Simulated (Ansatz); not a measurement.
**All-electron equations of state of elemental crystals**

All-electron LAPW (Ansatz 0.2.0), scalar-relativistic, no spin, Fermi–Dirac smearing 0.136 eV, k-meshes of 8 to 18 points an axis; Birch–Murnaghan fits to pressures. Some or most of these lattices are hypothetical for the element, and V0 is the minimum nearest the starting volume; lattices without a usable fit are left out; mesh and smearing are coarse, and magnetic elements are treated as non-magnetic.

```tsv
element	lattice	functional	V0 (Å³/atom)	B0 (GPa)	B′	k-points per axis
Ag	bcc	LDA	16.12	134	5.7	14
Ag	bcc	PBEsol	16.78	115	5.7	14
Ag	diamond	LDA	26.04	51	5.6	8
Ag	diamond	PBE	30.04	30	5.6	8
Ag	diamond	PBEsol	27.50	41	5.7	8
Ag	fcc	LDA	16.02	139	5.7	14
Ag	fcc	PBE	17.85	91	5.8	14
Ag	fcc	PBEsol	16.66	119	5.8	14
Ag	sc	PBE	20.84	66	5.8	12
Ag	sc	PBEsol	19.37	88	5.7	12
```

Q: Give V0 and B0 for bcc Ag in PBE.

A: 18.01 Å³/atom and 87.5 GPa.

Q: Give V0 and B0 for sc Ag in LDA.

A: 18.55 Å³/atom and 104.1 GPa.
